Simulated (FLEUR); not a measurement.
Runs of FLEUR MaX-R8.1 (later development tree) on NaCl. The structure is cubic, space group Fm-3m (No. 225). Conventional cell: a = 5.588 Å, b = 5.588 Å, c = 5.588 Å, α = 90.00°, β = 90.00°, γ = 90.00°. Cl (site symmetry m-3m) is surrounded by 6 Na at 2.79 Å. Na (site symmetry m-3m) is surrounded by 6 Cl at 2.79 Å. The cell is a database's computed one.

| task | level | gmax | muffin-tin radii | max iterations | mixing factor | mixer | kmax | gap on the mesh (eV) |
| --- | --- | --- | --- | --- | --- | --- | --- | --- |
| single point | PBE | 11.8 1/bohr | Cl 2.37, Na 2.37 bohr | 60 | 0.05 | Anderson | 3.8 1/bohr | 5.22 |
| band structure | r2SCAN | 12.7 1/bohr | Cl 2.45, Na 2.45 bohr | 80 | 0.05 | Anderson | 4.1 1/bohr | 5.94 |
| band structure | LDA | 12.7 1/bohr | Cl 2.45, Na 2.45 bohr | 60 | 0.05 | Anderson | 4.1 1/bohr | 4.80 |
| band structure | PBEsol | 12.7 1/bohr | Cl 2.45, Na 2.45 bohr | 60 | 0.05 | Anderson | 4.1 1/bohr | (a) |

Alike in all rows: potentials or basis all-electron, FLAPW; no spin polarisation; cell as given; k mesh 8 × 8 × 8; smearing fermi-dirac 0.05 eV.

Problem. Fill in the values left out.

Solution. (a) 5.04.

Caveats: the meta-GGA is that of a development version, with a GGA for the radial functions and cores and without core tails (some runs).

A k mesh can miss the band edges.

Not every run made on this cell is shown here.
